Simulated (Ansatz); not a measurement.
**Co in Ansatz: the effect of functional**

The system is Co.

```
Co
1.0
     2.51902    0.00000    0.00000
    -1.25951    2.18153    0.00000
     0.00000    0.00000    8.24687
Co
4
Cartesian
  1.2595 0.7272 6.1852
  0.0000 0.0000 4.1234
  0.0000 1.4544 2.0617
  0.0000 0.0000 0.0000
```

The cell isn't the ideal one: volume scaled by 1.06.

Alike in all runs:

| Item | Value |
| --- | --- |
| Program | Ansatz 0.2.0 |
| Task | single point |
| Potentials or basis | Ansatz PAW |
| k mesh | 12 × 12 × 4 |
| Occupations | fermi-dirac, width 0.05 eV |
| Spin | collinear spin, ferromagnetic start |
| Starting moments | [2.0, 2.0, 2.0, 2.0] μB |

```tsv
functional	cutoff	pressure (GPa)	moment (μB)
LDA	420 eV (not typed: the program's choice for these potentials)	?	?
r2SCAN	500 eV (not typed: the program's choice for these potentials)	-11.9	7.13
PBE	420 eV (not typed: the program's choice for these potentials)	-7.1	6.80
```

Task: What does the run with functional LDA give?

Result: Pressure -24.1 GPa; moment 6.64 μB.

Caveats: the PAW data sets come from PBE, with cores solved anew for the run's functional, which leaves a small shift of forces and pressure (some runs); the magnetic or orbital state may not be the lowest (some runs).
